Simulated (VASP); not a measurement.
A run of VASP 6.6.1:

The input POSCAR:

```
Te2Mo
1.0
    3.5602328140      0.0000000000      0.0000000000
   -1.7801164070      3.0832520603      0.0000000000
    0.0000000000      0.0000000000     17.5240578200
Te Mo
2 1
Direct
    0.3333333333      0.6666666667      0.1021445500
    0.3333333333      0.6666666667      0.8978554500
    0.0000000000      0.0000000000      0.0000000000
```

File INCAR.step1:

```
ALGO = Normal ; EDIFF = 1E-5
ENCUT = 520 ; GGA = PE
GGA_COMPAT = False ; ISIF = 2
ISMEAR = 0 ; KPAR = 4
LASPH = True ; LCHARG = False
LMAXMIX = 4 ; LORBIT = 11
LREAL = False ; LSORBIT = True
LWAVE = True ; MAGMOM = 0 0 0 0 0 0 0 0 0
NELM = 60 ; PREC = Accurate
SIGMA = 0.02
```

The input INCAR.step2:

```
ALGO = Normal ; EDIFF = 1E-6
ENCUT = 520 ; GGA = PE
GGA_COMPAT = False ; HFSCREEN = 0.2
ISIF = 2 ; ISMEAR = 0
ISTART = 1 ; KPAR = 4
LASPH = True ; LCHARG = False
LHFCALC = True ; LMAXMIX = 4
LORBIT = 11 ; LREAL = False
LSORBIT = True ; LWAVE = False
MAGMOM = 0 0 0 0 0 0 0 0 0 ; NELM = 60
PREC = Accurate ; PRECFOCK = Fast
SIGMA = 0.02
```

The input KPOINTS:

```
k-points
0
Gamma
  6 6 1
```

Potentials or basis: VASP PAW PBE potentials, release 64 (Te, Mo_sv).

Command:

```bash
$ cat potpaw_PBE.64/Te/POTCAR potpaw_PBE.64/Mo_sv/POTCAR > POTCAR
$ cp INCAR.step1 INCAR
$ mpirun -np 4 vasp_ncl > vasp.out
$ cp INCAR.step2 INCAR
$ mpirun -np 4 vasp_ncl > vasp.out
```

Hardware: 4 MPI ranks on Intel(R) Xeon(R) 6975P-C (Granite Rapids), with other jobs on the host.

**Question.** Estimate the wall time of this run.

**Answer.** It took 18 min on 4 MPI ranks on Intel(R) Xeon(R) 6975P-C (Granite Rapids), on a shared host, peak memory 0.93 GiB a rank. Counts: scf iterations 14, k points 10.
